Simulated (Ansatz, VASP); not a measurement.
# One calculation of CsH6, two programs

```
Cs H
1.0
     5.58899    0.00000    0.00000
    -2.79449    4.84020    0.00000
     0.00000    0.00000    6.64011
Cs H
1 6
Direct
  0.00000 0.00000 0.50000
  0.50000 0.50000 0.05726
  0.00000 0.50000 0.05726
  0.50000 0.00000 0.05726
  0.00000 0.50000 0.94274
  0.50000 0.00000 0.94274
  0.50000 0.50000 0.94274
```

Change from the starting cell: species swapped into the MoCl6 type (P-31m, No. 162).

Alike in both runs: functional PBE; k mesh 9 × 9 × 6; occupations gaussian, width 0.1 eV; no spin polarisation.

Ansatz relaxed the structure, and its values are those at the end. VASP's run is a single point on that final structure, the one shown.

|  | VASP | Ansatz |
| --- | --- | --- |
| version | VASP 6.6.1 | Ansatz 0.2.0 |
| potentials or method | VASP PAW PBE potentials, release 64 (Cs_sv, H) | scalar-relativistic, plane waves, PAW |
| plane-wave cutoff (eV) | 520 | 420 |
| valence electrons in the cell | 15 | 15 |

```tsv
	VASP	Ansatz	Ansatz less VASP
gap on the k mesh at the Fermi level (eV)	none	none	-
pressure (GPa)	-0.1	0.0	+0.09
rms of the force components (eV/Å)	0.002	0.003	+0.0013
```

A gap of «none» marks a metal or a gap that the smearing closes. Ansatz warned: «xc_potential_rough_in_thin_density».

The runs have no spin-orbit coupling, so splittings on Cs are missing.
